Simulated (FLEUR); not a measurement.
# MnS (Browneite): cost and accuracy of the basis cutoff

Aim: see how far the moments and order energies of MnS (Browneite) move with the basis cutoff, and what each rung costs.

Calculated with FLEUR MaX-R8.1; PBE with U = 4.9 eV, J = 0.9 eV on Mn d; all-electron FLAPW, Dirac cores, scalar-relativistic bands.

This is a report of a sequence of runs, with most program output left out.

## Step 1: The starting structure

It takes space group F-43m (No. 216, cubic). Conventional cell: a = 5.600 Å, b = 5.600 Å, c = 5.600 Å, α = 90.00°, β = 90.00°, γ = 90.00°. Mn has 4 S at 2.42 Å nearest. S has 4 Mn at 2.42 Å nearest. Farther neighbours and most contacts between anions are not listed.

## Step 2: Rung 1 (Kmax 2.56 1/bohr), start ferro +

The ladder starts at a small basis and climbs, to see from where on the results stand still.

inpgen writes inp.xml from crystal.txt; cutoffs, mixing, functional, smearing and local orbitals are then set in the file. The k list default-1 (kpts.xml, not shown) is a Γ-centred 6×6×6 mesh; where the ranks do not divide the number of points, some are split in two of half the weight.

File inp.xml:

```
<?xml version="1.0" encoding="UTF-8" standalone="no"?>
<fleurInput fleurInputVersion="0.39">
   <comment>
      MnS
   </comment>
   <calculationSetup>
      <cutoffs Kmax="2.56" Gmax="7.7" GmaxXC="7.7" numbands="0"/>
      <scfLoop itmax="130" minDistance="0.0001" maxIterBroyd="15" imix="Anderson" alpha="0.05" precondParam="0.0" spinf="2.0" sdNocoIR="T"/>
      <coreElectrons ctail="T" frcor="F" kcrel="0" coretail_lmax="0"/>
      <xcFunctional name="pbe" relativisticCorrections="F"/>
      <magnetism jspins="2"/>
      <soc l_soc="F" theta="0.0" phi="0.0" spav="F"/>
      <expertModes spex="0" secvar="F"/>
      <geometryOptimization l_f="F" forcealpha="1.0" forcemix="BFGS" epsdisp="0.00001" epsforce="0.00001"/>
      <ldaU l_linMix="F" mixParam="0.05" spinf="1.0"/>
   </calculationSetup>
   <cell>
      <bzIntegration valenceElectrons="21.0" mode="hist" fermiSmearingEnergy="0.00110248">
         <kPointListSelection listName="default-1"/>
         <xi:include xmlns:xi="http://www.w3.org/2001/XInclude" href="kpts.xml"> </xi:include>
      </bzIntegration>
      <xi:include xmlns:xi="http://www.w3.org/2001/XInclude" href="sym.xml"> </xi:include>
      <bulkLattice scale="1.0">
         <bravaisMatrix>
            <row-1>    0.0000000000000000     5.2912331488799991     5.2912331488799991</row-1>
            <row-2>    5.2912331488799991     0.0000000000000000     5.2912331488799991</row-2>
            <row-3>    5.2912331488799991     5.2912331488799991     0.0000000000000000</row-3>
         </bravaisMatrix>
      </bulkLattice>
   </cell>
   <atomSpecies>
      <species name="Manganese 4.500" element="Mn" atomicNumber="25">
         <mtSphere radius="2.7" gridPoints="893" logIncrement="0.014"/>
         <atomicCutoffs lmax="10" lnonsphr="8"/>
         <electronConfig flipSpins="F">
            <coreConfig>(1s1/2) (2s1/2) (2p1/2) (2p3/2)</coreConfig>
            <valenceConfig>(3s1/2) (3p1/2) (3p3/2) (4s1/2) (3d3/2) (3d5/2)</valenceConfig>
            <stateOccupation state="(3d3/2)" spinUp="1.75" spinDown="0.25"/>
            <stateOccupation state="(3d5/2)" spinUp="3.0" spinDown="0.0"/>
         </electronConfig>
         <energyParameters s="4" p="4" d="3" f="4"/>
         <ldaU l="2" U="4.9" J="0.9" l_amf="F"/>
         <lo type="SCLO" l="0" n="3" eDeriv="0"/>
         <lo type="SCLO" l="1" n="3" eDeriv="0"/>
      </species>
      <species name="Sulfur (S)" element="S" atomicNumber="16">
         <mtSphere radius="1.76" gridPoints="583" logIncrement="0.02"/>
         <atomicCutoffs lmax="6" lnonsphr="4"/>
         <electronConfig flipSpins="F">
            <coreConfig>(1s1/2) (2s1/2) (2p1/2) (2p3/2)</coreConfig>
            <valenceConfig>(3s1/2) (3p1/2) (3p3/2)</valenceConfig>
            <stateOccupation state="(3p1/2)" spinUp="0.666667" spinDown="0.666667"/>
            <stateOccupation state="(3p3/2)" spinUp="1.333333" spinDown="1.333333"/>
         </electronConfig>
         <energyParameters s="3" p="3" d="3" f="4"/>
      </species>
   </atomSpecies>
   <atomGroups>
      <atomGroup species="Manganese 4.500">
         <relPos label="                   1">.0000000000 .0000000000 .0000000000</relPos>
         <force calculate="T" relaxXYZ="TTT"/>
      </atomGroup>
      <atomGroup species="Sulfur (S)">
         <relPos label="                   2">1.000/4.000 1.000/4.000 1.000/4.000</relPos>
         <force calculate="T" relaxXYZ="TTT"/>
      </atomGroup>
   </atomGroups>
   <output dos="F" band="F" slice="F">
      <bandDOS minEnergy="-.5*Htr" maxEnergy="0.5*Htr" sigma="0.015" storeEVData="T"/>
      <plotting iplot="0" polar="F">
         <plot TwoD="T" vec1="  1.0  0.0  0.0" vec2="  0.0  1.0  0.0" vec3="  0.0  0.0  1.0" zero="  0.0  0.0  0.0" file="plot"/>
      </plotting>
      <moessbauerParams electricFieldGradient="F" isomerShift="F" coreHyperfine="F" valenceHyperfine="F"/>
   </output>
</fleurInput>
```

File crystal.txt:

```
MnS
&input film=F cartesian=F /
0.00000000000  2.80000000000  2.80000000000
2.80000000000  0.00000000000  2.80000000000
2.80000000000  2.80000000000  0.00000000000
1.8897261246
1.0 1.0 1.0

2
25 0.00000000000  0.00000000000  0.00000000000 : 4.500
16 0.25000000000  0.25000000000  0.25000000000

&kpt div1=6 div2=6 div3=6 gamma=T /
```

Started as:

```sh
> OMP_NUM_THREADS=1 inpgen -f crystal.txt > inpgen.log  # inp.xml is then edited as shown
> OMP_NUM_THREADS=1 mpirun -n 2 fleur_MPI > fleur.log
```

It took 13 s on 2 MPI ranks of Intel Xeon Platinum 8375C at 2.90GHz (Ice Lake), shared host; peak memory 0.16 GiB; 24 s of CPU time.

This step gave:

```yaml
free_energy: -42389.4255 eV
program_s_band_gap_on_this_mesh_in_a_metal_only_a_level_spacing: 1.063 eV
magnetization: 5 μB
final_state: ferromagnetic
largest_moment: 4.702 μB
```

After 16 cycles the largest moment stands at 4.70 μB.

## Step 3: Rung 1 (Kmax 2.56 1/bohr), start antiferro q=(0,1/2,1/2) +-

The second start gives the energy difference between the two end states, the quantity that is followed up the ladder. Its q is in fractions of the primitive cell's reciprocal vectors.

The k list default-1 (kpts.xml, not shown) is a Γ-centred 6×3×6 mesh.

Changes to inp.xml since step 2:

```diff
@@ -17,3 +17,3 @@
    <cell>
-      <bzIntegration valenceElectrons="21.0" mode="hist" fermiSmearingEnergy="0.00110248">
+      <bzIntegration valenceElectrons="42.0" mode="hist" fermiSmearingEnergy="0.00110248">
          <kPointListSelection listName="default-1"/>
@@ -25,4 +25,4 @@
             <row-1>    0.0000000000000000     5.2912331488799991     5.2912331488799991</row-1>
-            <row-2>    5.2912331488799991     0.0000000000000000     5.2912331488799991</row-2>
-            <row-3>    5.2912331488799991     5.2912331488799991     0.0000000000000000</row-3>
+            <row-2>   10.5824662977599981     0.0000000000000000    10.5824662977599981</row-2>
+            <row-3>   10.5824662977599981     5.2912331488799991     5.2912331488799991</row-3>
          </bravaisMatrix>
@@ -39,2 +39,16 @@
             <stateOccupation state="(3d5/2)" spinUp="3.0" spinDown="0.0"/>
+         </electronConfig>
+         <energyParameters s="4" p="4" d="3" f="4"/>
+         <ldaU l="2" U="4.9" J="0.9" l_amf="F"/>
+         <lo type="SCLO" l="0" n="3" eDeriv="0"/>
+         <lo type="SCLO" l="1" n="3" eDeriv="0"/>
+      </species>
+      <species name="Manganese -4.500" element="Mn" atomicNumber="25">
+         <mtSphere radius="2.7" gridPoints="893" logIncrement="0.014"/>
+         <atomicCutoffs lmax="10" lnonsphr="8"/>
+         <electronConfig flipSpins="F">
+            <coreConfig>(1s1/2) (2s1/2) (2p1/2) (2p3/2)</coreConfig>
+            <valenceConfig>(3s1/2) (3p1/2) (3p3/2) (4s1/2) (3d3/2) (3d5/2)</valenceConfig>
+            <stateOccupation state="(3d3/2)" spinUp="0.25" spinDown="1.75"/>
+            <stateOccupation state="(3d5/2)" spinUp="0.0" spinDown="3.0"/>
          </electronConfig>
@@ -62,4 +76,9 @@
       </atomGroup>
+      <atomGroup species="Manganese -4.500">
+         <relPos label="                   2">.0000000000 1.000/2.000 .0000000000</relPos>
+         <force calculate="T" relaxXYZ="TTT"/>
+      </atomGroup>
       <atomGroup species="Sulfur (S)">
-         <relPos label="                   2">1.000/4.000 1.000/4.000 1.000/4.000</relPos>
+         <relPos label="                   3">1.000/4.000 .0000000000 1.000/4.000</relPos>
+         <relPos label="                   4">1.000/4.000 1.000/2.000 1.000/4.000</relPos>
          <force calculate="T" relaxXYZ="TTT"/>
```

File crystal.txt:

```
MnS
&input film=F cartesian=F /
0.00000000000  2.80000000000  2.80000000000
5.60000000000  0.00000000000  5.60000000000
5.60000000000  2.80000000000  2.80000000000
1.8897261246
1.0 1.0 1.0

4
25 0.00000000000  0.00000000000  0.00000000000 : 4.500
25 0.00000000000  0.50000000000  0.00000000000 : -4.500
16 0.25000000000  0.00000000000  0.25000000000
16 0.25000000000  0.50000000000  0.25000000000

&kpt div1=6 div2=3 div3=6 gamma=T /
```

Run time: 66 s. Hardware: 2 MPI ranks; peak memory 0.3 GiB.

Spin moment in the muffin-tin sphere by atom:

| atom | spin moment in the muffin-tin sphere (μB) |
| --- | --- |
| Mn1 | 4.58 |
| Mn2 | -4.58 |
| S3 | 0.00 |
| S4 | 0.00 |

This step gave:

* free energy: -84779.0647 eV
* program's band gap on this mesh (in a metal only a level spacing): 2.680 eV
* magnetization: 0 μB
* final state: antiferromagnetic

This start lies -106.8 meV a seeded atom from the first; its largest moment is 4.58 μB.

## Step 4: Rung 2 (Kmax 3.2 1/bohr), start ferro +

The k list default-1 (kpts.xml, not shown) is a Γ-centred 6×6×6 mesh.

Changes to inp.xml since step 3:

```diff
@@ -6,3 +6,3 @@
    <calculationSetup>
-      <cutoffs Kmax="2.56" Gmax="7.7" GmaxXC="7.7" numbands="0"/>
+      <cutoffs Kmax="3.2" Gmax="9.6" GmaxXC="9.6" numbands="0"/>
       <scfLoop itmax="130" minDistance="0.0001" maxIterBroyd="15" imix="Anderson" alpha="0.05" precondParam="0.0" spinf="2.0" sdNocoIR="T"/>
@@ -17,3 +17,3 @@
    <cell>
-      <bzIntegration valenceElectrons="42.0" mode="hist" fermiSmearingEnergy="0.00110248">
+      <bzIntegration valenceElectrons="21.0" mode="hist" fermiSmearingEnergy="0.00110248">
          <kPointListSelection listName="default-1"/>
@@ -25,4 +25,4 @@
             <row-1>    0.0000000000000000     5.2912331488799991     5.2912331488799991</row-1>
-            <row-2>   10.5824662977599981     0.0000000000000000    10.5824662977599981</row-2>
-            <row-3>   10.5824662977599981     5.2912331488799991     5.2912331488799991</row-3>
+            <row-2>    5.2912331488799991     0.0000000000000000     5.2912331488799991</row-2>
+            <row-3>    5.2912331488799991     5.2912331488799991     0.0000000000000000</row-3>
          </bravaisMatrix>
@@ -39,16 +39,2 @@
             <stateOccupation state="(3d5/2)" spinUp="3.0" spinDown="0.0"/>
-         </electronConfig>
-         <energyParameters s="4" p="4" d="3" f="4"/>
-         <ldaU l="2" U="4.9" J="0.9" l_amf="F"/>
-         <lo type="SCLO" l="0" n="3" eDeriv="0"/>
-         <lo type="SCLO" l="1" n="3" eDeriv="0"/>
-      </species>
-      <species name="Manganese -4.500" element="Mn" atomicNumber="25">
-         <mtSphere radius="2.7" gridPoints="893" logIncrement="0.014"/>
-         <atomicCutoffs lmax="10" lnonsphr="8"/>
-         <electronConfig flipSpins="F">
-            <coreConfig>(1s1/2) (2s1/2) (2p1/2) (2p3/2)</coreConfig>
-            <valenceConfig>(3s1/2) (3p1/2) (3p3/2) (4s1/2) (3d3/2) (3d5/2)</valenceConfig>
-            <stateOccupation state="(3d3/2)" spinUp="0.25" spinDown="1.75"/>
-            <stateOccupation state="(3d5/2)" spinUp="0.0" spinDown="3.0"/>
          </electronConfig>
@@ -76,9 +62,4 @@
       </atomGroup>
-      <atomGroup species="Manganese -4.500">
-         <relPos label="                   2">.0000000000 1.000/2.000 .0000000000</relPos>
-         <force calculate="T" relaxXYZ="TTT"/>
-      </atomGroup>
       <atomGroup species="Sulfur (S)">
-         <relPos label="                   3">1.000/4.000 .0000000000 1.000/4.000</relPos>
-         <relPos label="                   4">1.000/4.000 1.000/2.000 1.000/4.000</relPos>
+         <relPos label="                   2">1.000/4.000 1.000/4.000 1.000/4.000</relPos>
          <force calculate="T" relaxXYZ="TTT"/>
```

File crystal.txt:

```
MnS
&input film=F cartesian=F /
0.00000000000  2.80000000000  2.80000000000
2.80000000000  0.00000000000  2.80000000000
2.80000000000  2.80000000000  0.00000000000
1.8897261246
1.0 1.0 1.0

2
25 0.00000000000  0.00000000000  0.00000000000 : 4.500
16 0.25000000000  0.25000000000  0.25000000000

&kpt div1=6 div2=6 div3=6 gamma=T /
```

Elapsed: 16 s, on 2 MPI ranks; peak memory 0.17 GiB.

Numbers from this step:

```yaml
free_energy: -42391.1779 eV
program_s_band_gap_on_this_mesh_in_a_metal_only_a_level_spacing: 1.230 eV
magnetization: 5 μB
final_state: ferromagnetic
largest_moment: 4.726 μB
```

The largest moment moves by +0.02 μB from rung 1, at 1.2 times its CPU time.

## Step 5: Rung 2 (Kmax 3.2 1/bohr), start antiferro q=(0,1/2,1/2) +-

The k list default-1 (kpts.xml, not shown) is a Γ-centred 6×3×6 mesh.

Changes to inp.xml since step 4:

```diff
@@ -17,3 +17,3 @@
    <cell>
-      <bzIntegration valenceElectrons="21.0" mode="hist" fermiSmearingEnergy="0.00110248">
+      <bzIntegration valenceElectrons="42.0" mode="hist" fermiSmearingEnergy="0.00110248">
          <kPointListSelection listName="default-1"/>
@@ -25,4 +25,4 @@
             <row-1>    0.0000000000000000     5.2912331488799991     5.2912331488799991</row-1>
-            <row-2>    5.2912331488799991     0.0000000000000000     5.2912331488799991</row-2>
-            <row-3>    5.2912331488799991     5.2912331488799991     0.0000000000000000</row-3>
+            <row-2>   10.5824662977599981     0.0000000000000000    10.5824662977599981</row-2>
+            <row-3>   10.5824662977599981     5.2912331488799991     5.2912331488799991</row-3>
          </bravaisMatrix>
@@ -39,2 +39,16 @@
             <stateOccupation state="(3d5/2)" spinUp="3.0" spinDown="0.0"/>
+         </electronConfig>
+         <energyParameters s="4" p="4" d="3" f="4"/>
+         <ldaU l="2" U="4.9" J="0.9" l_amf="F"/>
+         <lo type="SCLO" l="0" n="3" eDeriv="0"/>
+         <lo type="SCLO" l="1" n="3" eDeriv="0"/>
+      </species>
+      <species name="Manganese -4.500" element="Mn" atomicNumber="25">
+         <mtSphere radius="2.7" gridPoints="893" logIncrement="0.014"/>
+         <atomicCutoffs lmax="10" lnonsphr="8"/>
+         <electronConfig flipSpins="F">
+            <coreConfig>(1s1/2) (2s1/2) (2p1/2) (2p3/2)</coreConfig>
+            <valenceConfig>(3s1/2) (3p1/2) (3p3/2) (4s1/2) (3d3/2) (3d5/2)</valenceConfig>
+            <stateOccupation state="(3d3/2)" spinUp="0.25" spinDown="1.75"/>
+            <stateOccupation state="(3d5/2)" spinUp="0.0" spinDown="3.0"/>
          </electronConfig>
@@ -62,4 +76,9 @@
       </atomGroup>
+      <atomGroup species="Manganese -4.500">
+         <relPos label="                   2">.0000000000 1.000/2.000 .0000000000</relPos>
+         <force calculate="T" relaxXYZ="TTT"/>
+      </atomGroup>
       <atomGroup species="Sulfur (S)">
-         <relPos label="                   2">1.000/4.000 1.000/4.000 1.000/4.000</relPos>
+         <relPos label="                   3">1.000/4.000 .0000000000 1.000/4.000</relPos>
+         <relPos label="                   4">1.000/4.000 1.000/2.000 1.000/4.000</relPos>
          <force calculate="T" relaxXYZ="TTT"/>
```

File crystal.txt:

```
MnS
&input film=F cartesian=F /
0.00000000000  2.80000000000  2.80000000000
5.60000000000  0.00000000000  5.60000000000
5.60000000000  2.80000000000  2.80000000000
1.8897261246
1.0 1.0 1.0

4
25 0.00000000000  0.00000000000  0.00000000000 : 4.500
25 0.00000000000  0.50000000000  0.00000000000 : -4.500
16 0.25000000000  0.00000000000  0.25000000000
16 0.25000000000  0.50000000000  0.25000000000

&kpt div1=6 div2=3 div3=6 gamma=T /
```

Run time: 95 s. Hardware: 2 MPI ranks; peak memory 0.35 GiB; 3.1 min of CPU time.

Read from the output:

- free energy: -84782.5541 eV
- program's band gap on this mesh (in a metal only a level spacing): 2.782 eV
- magnetization: 0 μB
- final state: antiferromagnetic
- largest moment: 4.609 μB

This start lies -99.1 meV a seeded atom from the first, a change of +7.7 meV since rung 1; its largest moment is 4.61 μB.

## Step 6: Rung 3 (Kmax 3.84 1/bohr), start ferro +

The k list default-1 (kpts.xml, not shown) is a Γ-centred 6×6×6 mesh.

Changes to inp.xml since step 5:

```diff
@@ -6,3 +6,3 @@
    <calculationSetup>
-      <cutoffs Kmax="3.2" Gmax="9.6" GmaxXC="9.6" numbands="0"/>
+      <cutoffs Kmax="3.84" Gmax="11.5" GmaxXC="11.5" numbands="0"/>
       <scfLoop itmax="130" minDistance="0.0001" maxIterBroyd="15" imix="Anderson" alpha="0.05" precondParam="0.0" spinf="2.0" sdNocoIR="T"/>
@@ -17,3 +17,3 @@
    <cell>
-      <bzIntegration valenceElectrons="42.0" mode="hist" fermiSmearingEnergy="0.00110248">
+      <bzIntegration valenceElectrons="21.0" mode="hist" fermiSmearingEnergy="0.00110248">
          <kPointListSelection listName="default-1"/>
@@ -25,4 +25,4 @@
             <row-1>    0.0000000000000000     5.2912331488799991     5.2912331488799991</row-1>
-            <row-2>   10.5824662977599981     0.0000000000000000    10.5824662977599981</row-2>
-            <row-3>   10.5824662977599981     5.2912331488799991     5.2912331488799991</row-3>
+            <row-2>    5.2912331488799991     0.0000000000000000     5.2912331488799991</row-2>
+            <row-3>    5.2912331488799991     5.2912331488799991     0.0000000000000000</row-3>
          </bravaisMatrix>
@@ -39,16 +39,2 @@
             <stateOccupation state="(3d5/2)" spinUp="3.0" spinDown="0.0"/>
-         </electronConfig>
-         <energyParameters s="4" p="4" d="3" f="4"/>
-         <ldaU l="2" U="4.9" J="0.9" l_amf="F"/>
-         <lo type="SCLO" l="0" n="3" eDeriv="0"/>
-         <lo type="SCLO" l="1" n="3" eDeriv="0"/>
-      </species>
-      <species name="Manganese -4.500" element="Mn" atomicNumber="25">
-         <mtSphere radius="2.7" gridPoints="893" logIncrement="0.014"/>
-         <atomicCutoffs lmax="10" lnonsphr="8"/>
-         <electronConfig flipSpins="F">
-            <coreConfig>(1s1/2) (2s1/2) (2p1/2) (2p3/2)</coreConfig>
-            <valenceConfig>(3s1/2) (3p1/2) (3p3/2) (4s1/2) (3d3/2) (3d5/2)</valenceConfig>
-            <stateOccupation state="(3d3/2)" spinUp="0.25" spinDown="1.75"/>
-            <stateOccupation state="(3d5/2)" spinUp="0.0" spinDown="3.0"/>
          </electronConfig>
@@ -76,9 +62,4 @@
       </atomGroup>
-      <atomGroup species="Manganese -4.500">
-         <relPos label="                   2">.0000000000 1.000/2.000 .0000000000</relPos>
-         <force calculate="T" relaxXYZ="TTT"/>
-      </atomGroup>
       <atomGroup species="Sulfur (S)">
-         <relPos label="                   3">1.000/4.000 .0000000000 1.000/4.000</relPos>
-         <relPos label="                   4">1.000/4.000 1.000/2.000 1.000/4.000</relPos>
+         <relPos label="                   2">1.000/4.000 1.000/4.000 1.000/4.000</relPos>
          <force calculate="T" relaxXYZ="TTT"/>
```

File crystal.txt:

```
MnS
&input film=F cartesian=F /
0.00000000000  2.80000000000  2.80000000000
2.80000000000  0.00000000000  2.80000000000
2.80000000000  2.80000000000  0.00000000000
1.8897261246
1.0 1.0 1.0

2
25 0.00000000000  0.00000000000  0.00000000000 : 4.500
16 0.25000000000  0.25000000000  0.25000000000

&kpt div1=6 div2=6 div3=6 gamma=T /
```

Wall time 29 s (2 MPI ranks); peak memory 0.17 GiB; 57 s of CPU time.

Read from the output:

```yaml
free_energy: -42391.3412 eV
program_s_band_gap_on_this_mesh_in_a_metal_only_a_level_spacing: 1.217 eV
magnetization: 5 μB
final_state: ferromagnetic
largest_moment: 4.729 μB
```

The largest moment is that of rung 2, at 1.9 times its CPU time.

(Part 1 of 2 ends here.)

[Logs and program files are shortened in this print: banners, set-up blocks, solver, clock and traceback lines can be left out without a mark of their own.]

[Logs are printed without paths, hosts, clocks, repeated set-up lines and the standing remarks that a program may print on its own settings, such as how far it seeks lower states.]

[Hosts, paths, dates, database ids (printed as entryN), source tags and the programs' standing remarks are cut or masked in the printed files.]

[Where a cell is said to come from a database of computed structures, the database is the Materials Project.]
